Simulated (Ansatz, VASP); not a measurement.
## Bi in VASP and in Ansatz

The input POSCAR:

```
Bi
1.0
    3.0261820824      0.0000000000      0.0000000000
    0.0000000000      3.0261820824      0.0000000000
    0.0000000000      0.0000000000      3.0261820824
Bi
1
Direct
    0.0000000000      0.0000000000      0.0000000000
```

The input INCAR.step1:

```
  ALGO = Normal
  EDIFF = 1E-4
  ENCUT = 600
  GGA = PE
  ISMEAR = 0
  LASPH = True
  LCHARG = False
  LREAL = False
  LWAVE = True
  NELM = 100
  PREC = Accurate
  SIGMA = 0.1
```

The input INCAR.step2:

```
  ALGO = Normal
  EDIFF = 1E-7
  EDIFFG = -0.05
  ENCUT = 600
  IBRION = 2
  ISIF = 3
  ISMEAR = 0
  ISTART = 1
  LASPH = True
  LCHARG = False
  LMIXTAU = True
  LREAL = False
  LWAVE = False
  METAGGA = R2SCAN
  NELM = 100
  NSW = 80
  PREC = Accurate
  SIGMA = 0.1
```

File KPOINTS:

```
k-points
0
Gamma
  6 6 6
```

Input for Ansatz:

```yaml
crystal:
  lattice:
    - [3.0261820824, 0.0, 0.0]
    - [0.0, 3.0261820824, 0.0]
    - [0.0, 0.0, 3.0261820824]
  atoms:
    - { symbol: Bi, position: [0.0, 0.0, 0.0] }
basis:
  ecutwfc: 500
kpoints:
  mp_grid: { grid: [6, 6, 6] }
hamiltonian:
  xc: r2scan
scf:
  occupations: { method: gaussian, width: 0.1 }
output:
  forces: true
  stress: true
  eigenvalues: true
relax:
  adjacent_minimum: "off"
  f_tol: 0.05
  max_steps: 60
  cell: { stress_tol: 0.5 }
```

Alike in both runs: task relaxation of cell and atoms; functional r2SCAN; k mesh 6 × 6 × 6; occupations gaussian, width 0.1 eV; no spin polarisation.

```csv
,VASP,Ansatz
version,VASP 6.6.1,Ansatz 0.2.0
potentials or method,"VASP PAW PBE potentials, release 64 (Bi_d)","scalar-relativistic, plane waves, PAW"
plane-wave cutoff (eV),600,500
valence electrons in the cell,15,15
```

Ansatz gave:

```
gap on the k mesh at the Fermi level, each at its own relaxed structure (eV) : none
relaxed volume (Å³/atom)                                                     : 34.47
relaxed cell length with the largest relative difference (Å)                 : 3.255
energy change over the relaxation (meV/atom)                                 : -343
```

Problem. Estimate VASP's values.

Solution. gap on the k mesh at the Fermi level, each at its own relaxed structure (eV): none; relaxed volume (Å³/atom): 34.66; relaxed cell length with the largest relative difference (Å): 3.260; energy change over the relaxation (meV/atom): -342.

A gap of «none» marks a metal or a gap that the smearing closes.

Caveats: the volume moved by over 15 % at a fixed basis, so the end points are rough (VASP); the PAW data sets were made with another functional, which shifts forces and pressure a little (VASP); spin-orbit coupling is left out, which moves the levels of the heavy elements. Zero-point motion and thermal expansion aren't in these numbers.
